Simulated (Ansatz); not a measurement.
SiC (Moissanite):

```
Si C
1.0
     3.07600    0.00000    0.00000
    -1.53800    2.66389    0.00000
     0.00000    0.00000    5.04800
Si C
2 2
Direct
  0.66667 0.33333 0.50000
  0.33333 0.66667 0.00000
  0.66667 0.33333 0.88500
  0.33333 0.66667 0.38500
```

```yaml
Program: Ansatz 0.2.0
Task: relaxation of cell and atoms
Functional: revPBE
Dispersion: D3(BJ)
Potentials_or_basis: Ansatz PAW
Cutoff: "420 eV (not typed: the program's choice for these potentials)"
k_mesh: 10 × 10 × 5
Occupations: fermi-dirac, width 0.05 eV
Spin: no spin polarisation
```

At the start: volume 10.34 Å³/atom.

Question: How do energy, volume and symmetry change on relaxing?

Answer: It ends after 8 steps and the volume is 10.17 Å³/atom (-1.6 %); space group P6_3mc (No. 186, to 0.05 Å).

The path:
| step | energy change (eV) | largest force (eV/Å) | volume (Å³) |
| --- | --- | --- | --- |
| 1 | 0.0000 | 0.7631 | 41.36 |
| 2 | -0.0284 | 0.4560 | 41.02 |
| 3 | -0.0375 | 0.2459 | 40.53 |
| 4 | -0.0453 | 0.0006 | 40.71 |
| 5 | -0.0453 | 0.0002 | 40.71 |
| 6 | -0.0443 | 0.0003 | 40.71 |
| 7 | -0.0444 | 0.0001 | 40.70 |
| 8 | -0.0443 | 0.0001 | 40.70 |

Final structure:
```
CELL_PARAMETERS angstrom
3.05939 0.00000 0.00000
-1.52969 2.64951 0.00000
0.00000 0.00000 5.02084
ATOMIC_POSITIONS crystal
Si 0.66667 0.33333 0.50464
Si 0.33333 0.66667 0.00464
C 0.66667 0.33333 0.88036
C 0.33333 0.66667 0.38036
```

Caveat: the plane-wave basis is chosen anew once the cell has moved, so the energies of steps on either side of that aren't comparable; the PAW data sets come from PBE, with cores solved anew for the run's functional, which leaves a small shift of forces and pressure.
